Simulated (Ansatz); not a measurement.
Runs of Ansatz 0.2.0 on PtSe2 (Sudovikovite). The structure is trigonal, space group P-3m1 (No. 164). The conventional cell has a = 3.724 Å, b = 3.724 Å, c = 5.062 Å, α = 90.00°, β = 90.00°, γ = 120.00°. Around Pt (site symmetry -3m) lie 6 Se at 2.49 Å. Se (site symmetry 3m) is surrounded by 3 Pt at 2.49 Å. 

```csv
task,level,potentials or basis,U,cell,k mesh,cutoff (eV),atoms under strain,hubbard projectors,double counting,gap on the mesh (eV),pressure (GPa),relaxed volume (Å³/atom)
elastic constants,r2SCAN,Ansatz PAW,-,as given,7 × 7 × 5,500,relaxed,-,-,none,3.0,-
relaxation of cell and atoms,BLYP,Ansatz PAW,-,relaxed,8 × 8 × 5,420,-,-,-,1.29,0.0,(b)
phonons,LDA,Ansatz PAW,-,as given,7 × 7 × 5,420,-,-,-,none,-,-
relaxation of cell and atoms,SVWN5,Ansatz PAW,-,relaxed,8 × 8 × 5,420,-,-,-,-,0.0,(a)
relaxation of cell and atoms,PBEsol+U,Ansatz PAW,Pt d U = 8 eV,relaxed,8 × 8 × 5,420,-,ortho-atomic (the default),fll (the default),-,0.0,19.33
```

Alike in all rows: no spin polarisation; smearing fermi-dirac 0.05 eV.

Problem. Fill in the values left out.

Solution. (a) 19.20; (b) 38.49.

Caveats: the PAW data sets come from PBE, with cores solved anew for the run's functional, which leaves a small shift of forces and pressure; the plane-wave basis is chosen anew once the cell has moved, so the energies of steps on either side of that aren't comparable (some runs); the cell is more than 3 GPa from zero pressure, which shifts response properties (some runs); elastic constants of metals need much finer meshes, so these are rough (some runs); the volume moved by over 15 % at a fixed basis, so the end points are rough (some runs); odd divisions of the mesh miss points on the zone boundary, where band edges often lie, so the gap on the mesh can be too wide (some runs); spin-orbit coupling is left out, which moves the levels of the heavy elements (some runs).

A k mesh can miss the band edges, and the runs leave out spin-orbit coupling on Pt, Se.

A gap of «none» marks a metal or a gap under the smearing width.

Runs at the PBE level aren't shown here.
